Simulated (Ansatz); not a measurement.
**Manganese, simple cubic: r²SCAN0 at the r²SCAN geometry**

Aim: see what exact exchange does to the levels and moments, and what it costs. The geometry was relaxed under r²SCAN beforehand and is kept. Exact exchange is dear, so the k-mesh is coarse, and r²SCAN is run on the same mesh for comparison.

Program: Ansatz 0.2.0. Level of theory: DFT, plane waves (500 eV) with PBE-made PAW files, scalar-relativistic; functionals as named at each step. These are calculated values, not measurements.

## 1. Starting point

It takes space group Pm-3m (No. 221, cubic). Conventional cell: a = 2.332 Å, b = 2.332 Å, c = 2.332 Å, α = 90.00°, β = 90.00°, γ = 90.00°. Mn (site symmetry m-3m) is surrounded by 6 Mn at 2.33 Å.

Coordinates:

```
CELL_PARAMETERS angstrom
2.33246 0.00000 0.00000
0.00000 2.33246 0.00000
0.00000 0.00000 2.33246
ATOMIC_POSITIONS crystal
Mn 0.00000 0.00000 0.00000
```

Starting moments (μB): +1.8.

## 2. r²SCAN, coarse mesh

The run with r²SCAN.

Input file input.yaml:

```yaml
crystal:
  lattice:
    - [2.3324620846, 0.0, 0.0]
    - [0.0, 2.3324620846, 0.0]
    - [0.0, 0.0, 2.3324620846]
  atoms:
    - { symbol: Mn, position: [0.0, 0.0, 0.0], spin: 1.801 }
hamiltonian:
  xc: r2scan
  pseudopotentials:
    kind: paw
    azcp:
      Mn: "pseudopotentials/Mn.paw.azcp"
basis:
  ecutwfc: 500
  fft_grid_basis: typed
kpoints:
  mp_grid: { grid: [7, 7, 7], shift: [0, 0, 0] }
magnetization:
  spin_polarized: true
scf:
  occupations: { method: fermi_dirac, width: 0.1 }
```

On the command line:

```console
$ ansatz run input.yaml --threads 4 --pin off --max-ram 8192MiB --backend cpu --events-out ev --progress --plain --runs-dir out
```

Log:

```text
Warning: RAYON_NUM_THREADS=4 ignored (pool sized by the plan → 4); use --threads N
Engine: ansatz 0.2.0, aarch64-unknown-linux-gnu
Pseudopotentials: kind: paw
Pseudopotential: Mn, paw, valence charge 15, recommended cutoff 500 eV (meta_gga), <dir>
Functional definition: r2SCAN
  parameter k0 = 0.174
  parameter k1 = 0.065
  parameter a1 = 4.9479
  exchange = r2scan_x(k0 = k0, k1 = k1, a1 = a1)
  correlation = r2scan_c
Crystal: 1 atoms, lattice volume = 12.689 Å³
Basis set: ecut = 500 eV, 341 PW (Γ), exchange–correlation on 72×72×72 points (64 copies of the dense FFT grid, shifted against one another)
Bands: 13, of which v1, the nominal top of the filled ones, is band 8 counted from 1 (7 counted from 0)
Symmetry: 48 space group operations
Space group: Pm-3m (ITA 221), of the structure as read, at distance tolerance 2.3e-5 Å
Magnetic group: BNS 221.92 (UNI 1594), of the structure as read, at distance tolerance 2.3e-5 Å
k-points: 20 of 343
Non-local potential: Mn, projectors of the file, l = 0: 3, l = 1: 2, l = 2: 3, l = 3: 1
PAW form: soft (Blöchl's): semilocal exchange-correlation on the pseudo side does not see the compensation charge
PAW frozen core: Mn, regenerated for the run's functional (the file was generated under x = pbe(κ = 0.804, μ = 0.2195149727645171), c = pbe(β = 0.06672455060314922))
PAW one-centre angular grid: Mn, 590 points (default); XC on 160 Gauss nodes
Initial density: superposition of atomic densities (chi_scale 0.1, normalization cell)
Starting moments: Σ|m| = 1.801 μB on 1 of 1 site
Initial wavefunctions: pseudopotential atomic-orbital guess
Functional: x = r2scan, c = r2scan; τ floored in thin density (d = 2e-4 eV/Å³)
SCF iter   1: F=—  HF=-3902.052391 eV  |F-HF|=—  |Δ(HF+E_count)|=         —  Δρ=6.57e-2 (↑5.28e-2 ↓6.57e-2)  dr2=1.15e0  dr2_τ=6.44e-3  dr2_m=1.67e-2  M=1.700 μB ∫|m|=1.715 μB  β_m=1.00  ethr=3.10e-3  ⟨swp⟩=4.3  Hψ=2437  notcnv=0
Mixer restart at iter 1: flushing history
preconditioner: auto → none  [metal: Δε(μ)=0.092 eV  Ē_g=11.606 eV  σ=0.100 eV  W_gap=0.22  n_scr=6 (ndim 8)  ℏωp=27.6 eV  f_vac=0.000  D(μ)=1.75/eV (n_scr^D=26)  sad-step TF]
SCF iter   2: F=—  HF=-3901.745080 eV  |F-HF|=—  |Δ(HF+E_count)|=   3.07e-1  Δρ=3.04e-2 (↑1.14e-2 ↓3.04e-2)  dr2=8.13e-2  dr2_τ=4.58e-3  dr2_m=2.06e-2  M=1.733 μB ∫|m|=1.780 μB  β_m=1.00  ethr=3.10e-3  ⟨swp⟩=2.6  Hψ=1124  notcnv=0  defer=11  κ⁻¹=1.0e0(r=1)
SCF iter   3: F=—  HF=-3902.126367 eV  |F-HF|=—  |Δ(HF+E_count)|=         —  Δρ=2.58e-2 (↑2.58e-2 ↓1.36e-2)  dr2=2.96e-2  dr2_τ=5.90e-4  dr2_m=3.17e-2  M=1.874 μB ∫|m|=1.945 μB  β_m=1.00  ethr=5.42e-4  ⟨swp⟩=2.7  Hψ=960  notcnv=0  defer=11
Mixer restart at iter 3: flushing history
SCF iter   4: F=—  HF=-3902.346265 eV  |F-HF|=—  |Δ(HF+E_count)|=   2.20e-1  Δρ=1.41e-2 (↑1.41e-2 ↓7.39e-3)  dr2=2.01e-2  dr2_τ=3.12e-4  dr2_m=5.21e-3  M=1.935 μB ∫|m|=2.012 μB  β_m=1.00  ethr=1.97e-4  ⟨swp⟩=2.2  Hψ=885  notcnv=0  defer=11  κ⁻¹=1.0e0(r=1)
SCF iter   5: F=—  HF=-3902.585833 eV  |F-HF|=—  |Δ(HF+E_count)|=   2.40e-1  Δρ=7.63e-3 (↑7.63e-3 ↓3.62e-3)  dr2=9.38e-3  dr2_τ=8.72e-5  dr2_m=1.21e-3  M=2.021 μB ∫|m|=2.103 μB  β_m=1.00  ethr=1.34e-4  ⟨swp⟩=2.2  Hψ=961  notcnv=0  defer=11  κ⁻¹=8.5e-2(r=2)
SCF iter   6: F=—  HF=-3902.704190 eV  |F-HF|=—  |Δ(HF+E_count)|=   1.18e-1  Δρ=2.87e-3 (↑2.72e-3 ↓2.87e-3)  dr2=1.44e-3  dr2_τ=3.34e-5  dr2_m=7.70e-5  M=2.129 μB ∫|m|=2.216 μB  β_m=1.00  ethr=6.25e-5  ⟨swp⟩=2.2  Hψ=1205  notcnv=0  defer=13  κ⁻¹=9.1e-3(r=3)
SCF iter   7: F=—  HF=-3902.707904 eV  |F-HF|=—  |Δ(HF+E_count)|=   3.71e-3  Δρ=1.33e-3 (↑1.33e-3 ↓8.10e-4)  dr2=6.84e-5  dr2_τ=1.87e-6  dr2_m=1.09e-4  M=2.108 μB ∫|m|=2.194 μB  β_m=1.00  ethr=9.59e-6  ⟨swp⟩=2.0  Hψ=1082  notcnv=0  defer=13  κ⁻¹=8.0e-4(r=4)
SCF iter   8: F=—  HF=-3902.708515 eV  |F-HF|=—  |Δ(HF+E_count)|=   6.12e-4  Δρ=6.23e-4 (↑6.23e-4 ↓4.00e-4)  dr2=1.23e-5  dr2_τ=5.32e-7  dr2_m=2.22e-5  M=2.113 μB ∫|m|=2.200 μB  β_m=1.00  ethr=4.56e-7  ⟨swp⟩=2.2  Hψ=777  notcnv=0  defer=13  κ⁻¹=2.7e-4(r=5)
SCF iter   9: F=—  HF=-3902.708653 eV  |F-HF|=—  |Δ(HF+E_count)|=   1.38e-4  Δρ=3.93e-4 (↑3.93e-4 ↓2.46e-4)  dr2=3.56e-6  dr2_τ=1.44e-7  dr2_m=9.51e-6  M=2.117 μB ∫|m|=2.204 μB  β_m=1.00  ethr=8.23e-8  ⟨swp⟩=2.1  Hψ=744  notcnv=0  defer=13  κ⁻¹=3.4e-5(r=6)
SCF iter  10: F=—  HF=-3902.708741 eV  |F-HF|=—  |Δ(HF+E_count)|=   8.80e-5  Δρ=1.79e-4 (↑1.79e-4 ↓9.85e-5)  dr2=6.31e-7  dr2_τ=2.97e-8  dr2_m=2.13e-6  M=2.124 μB ∫|m|=2.211 μB  β_m=1.00  ethr=2.37e-8  ⟨swp⟩=2.0  Hψ=817  notcnv=0  defer=13  κ⁻¹=4.9e-6(r=7)
SCF iter  11: F=—  HF=-3902.708756 eV  |F-HF|=—  |Δ(HF+E_count)|=   1.47e-5  Δρ=3.17e-5 (↑2.18e-5 ↓3.17e-5)  dr2=5.90e-8  dr2_τ=2.17e-9  dr2_m=5.82e-8  M=2.127 μB ∫|m|=2.214 μB  β_m=1.00  ethr=4.21e-9  ⟨swp⟩=2.2  Hψ=862  notcnv=0  defer=13  κ⁻¹=5.9e-7(r=8)
SCF iter  12: F=—  HF=-3902.708759 eV  |F-HF|=—  |Δ(HF+E_count)|=   2.93e-6  Δρ=1.84e-5 (↑1.48e-5 ↓1.84e-5)  dr2=7.98e-9  dr2_τ=7.01e-10  dr2_m=2.34e-8  M=2.127 μB ∫|m|=2.214 μB  β_m=1.00  ethr=3.93e-10  ⟨swp⟩=2.0  Hψ=844  notcnv=0  defer=13  κ⁻¹=3.0e-7(r=8)
SCF iter  13: F=—  HF=-3902.708760 eV  |F-HF|=—  |Δ(HF+E_count)|=   1.21e-6  Δρ=1.86e-5 (↑1.86e-5 ↓1.13e-5)  dr2=6.99e-9  dr2_τ=3.41e-10  dr2_m=2.29e-8  M=2.127 μB ∫|m|=2.214 μB  β_m=1.00  ethr=5.32e-11  ⟨swp⟩=2.2  Hψ=871  notcnv=0  defer=13  κ⁻¹=1.4e-7(r=8)
SCF iter  14: F=—  HF=-3902.708761 eV  |F-HF|=—  |Δ(HF+E_count)|=   8.34e-7  Δρ=3.53e-6 (↑3.53e-6 ↓1.77e-6)  dr2=2.07e-9  dr2_τ=2.31e-11  dr2_m=2.55e-10  M=2.128 μB ∫|m|=2.215 μB  β_m=1.00  ethr=4.66e-11  ⟨swp⟩=3.2  Hψ=990  notcnv=0  defer=13  κ⁻¹=8.2e-8(r=8)
SCF iter  15: F=-3902.708761 eV  HF=-3902.708761 eV  |F-HF|=2.47e-9  |Δ(HF+E_count)|=   9.01e-8  Δρ=4.60e-6 (↑4.60e-6 ↓2.66e-6)  dr2=5.19e-9  dr2_τ=1.56e-11  dr2_m=1.20e-10  M=2.128 μB ∫|m|=2.215 μB  ethr=1.38e-11  ⟨swp⟩=1.1  Hψ=1522  notcnv=0
SCF 1 converged in 15 iterations: F = -3902.708761 eV  dr2 = 5.19e-9
this state was not tested for a lower state beside it, because the mixer in use, unlike msr1, does not test its closes by its own steps (another_mixer; see scf.mixing.algorithm and scf.lower_state_search)
SCF converged after 15 iterations
Magnetization: 2.1276 μB (8.5638 up, 6.4362 down)
Absolute magnetization: 2.2147 μB (∫|ρ↑−ρ↓|, with the PAW one-centre terms)
Spin contamination: 0.0456 ħ² per cell (⟨S²⟩ above its minimum at these occupations)
Per-site moments (μB) at R_I (Å): [(2.0608862981229623, 0.9621406098974999)]
Free energy (F): -3902.708761 eV
Harris-Foulkes:  -3902.708761 eV  (|F-HF|=2.47e-9)
Internal energy: -3902.652343 eV  (E = F + TS)
E sigma→0 (E₀):  -3902.680552 eV
Entropy (-TS):   -0.056418 eV (-56.418 meV/atom)
Fermi energy:    16.736177 eV
--- Per-component energies (eV) ---
  E_band       = -222.318998
  E_kinetic    = 308.284951
  E_local      = -1819.908588  (includes V_loc(G=0)·N_el)
  E_nonlocal   = 245.501061
  E_hartree    = 756.137818
  E_xc         = -110.047716
  E_vxc        = -162.331914  (∫ρ·V_xc dr)
  E_paw        = -1311.754412  (= ΣΔE_a)
  E_vpaw       = -317.420163  (= ΣTr[D̂ρ^β])
  E_aug_tail   = -0.000004  (compensation charges beyond the density's cutoff)
  E_vtau       = 11.275986  (kinetic-family band-sum trace: ∫τ·v_τ [+ j·A + Jᵃ·Aᵃ] dr)
  E_ewald      = -1970.582410
  E_core_change = -0.283043  (= ΣΔE_core)
  E_smearing   = -0.056418  (= −TS)
  E_closure    = 0.000000  (closes the sum)
  Σ components = -3902.708761   (vs F -3902.708761, Δ=0.00e0)
```

Wall time 1.3 s (4 threads of Arm Neoverse V2, shared host); peak memory 0.27 GiB.

(Part 1 of 2 ends here.)
